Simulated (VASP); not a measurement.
The system is H.

```
H
1.0
     2.64964    0.00000    0.00000
     0.00000    2.64964    0.00000
     0.00000    0.00000    0.98049
H
1
Direct
  0.00000 0.00000 0.50000
```

```yaml
Program: VASP 6.6.1
Task: relaxation of cell and atoms
Functional: PBE
Potentials_or_basis: VASP PAW PBE potentials, release 64 (H_GW)
Cutoff: 900 eV
k_mesh: 10 × 10 × 26
Occupations: fermi-dirac, width 0.05 eV
Spin: no spin polarisation
```

At the start: pressure 1.8 GPa; volume 6.88 Å³/atom.

**Question.** Where does the relaxation end?

**Answer.** Over 10 steps the energy falls by 16.9 meV/atom and the volume is 9.92 Å³/atom (+44.1 %); space group P4/mmm (No. 123, to 0.05 Å).

Step by step:
| step | energy change (eV) | largest force (eV/Å) | pressure (GPa) | volume (Å³) |
| --- | --- | --- | --- | --- |
| 1 | 0.0000 | 0.0000 | 1.81 | 6.88 |
| 2 | -0.0012 | 0.0000 | 1.69 | 6.96 |
| 3 | -0.0044 | 0.0000 | 1.34 | 7.20 |
| 4 | -0.0093 | 0.0000 | 0.76 | 7.68 |
| 5 | -0.0148 | 0.0000 | -0.09 | 8.71 |
| 6 | -0.0147 | 0.0000 | -1.10 | 10.96 |
| 7 | -0.0162 | 0.0000 | -0.71 | 9.89 |
| 8 | -0.0112 | 0.0000 | 2.04 | 10.01 |
| 9 | -0.0169 | 0.0000 | -0.03 | 9.92 |
| 10 | -0.0169 | 0.0000 | -0.01 | 9.92 |

Final structure:
```
CELL_PARAMETERS angstrom
3.17380 0.00000 0.00000
0.00000 3.17380 0.00000
0.00000 0.00000 0.98508
ATOMIC_POSITIONS crystal
H 0.00000 0.00000 0.50000
```

Caveat: the volume moved by over 15 % at a fixed basis, so the end points are rough.
